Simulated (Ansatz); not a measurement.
**Ni (bcc): energy against volume**

These are results of Ansatz, DFT, revPBE, plane waves (420 eV) with PAW, scalar-relativistic, not measurements. The PAW files were generated under PBE, with cores re-solved for the functional.

The cell is scaled uniformly from the relaxed one, with fractional coordinates and shape fixed. Energies are extrapolated to zero smearing, pressures are those at the given smearing. Magnetic state: spin not included. It is not the lowest magnetic state of this structure.

A Birch-Murnaghan fit gives V₀ = 11.10 Å³/atom, B₀ = 185 GPa, B₀′ = 4.9.

Problem. What are the energy above the minimum and the pressure at 10.708 Å³/atom?

Solution. 8.7 meV/atom and 8.13 GPa as computed.

Problem. What are the energy above the minimum and the pressure at 12.047 Å³/atom?

Solution. 39.5 meV/atom and -11.64 GPa as computed.

Problem. What are the energy above the minimum and the pressure at 12.493 Å³/atom?

Solution. 79.7 meV/atom and -15.63 GPa as computed.
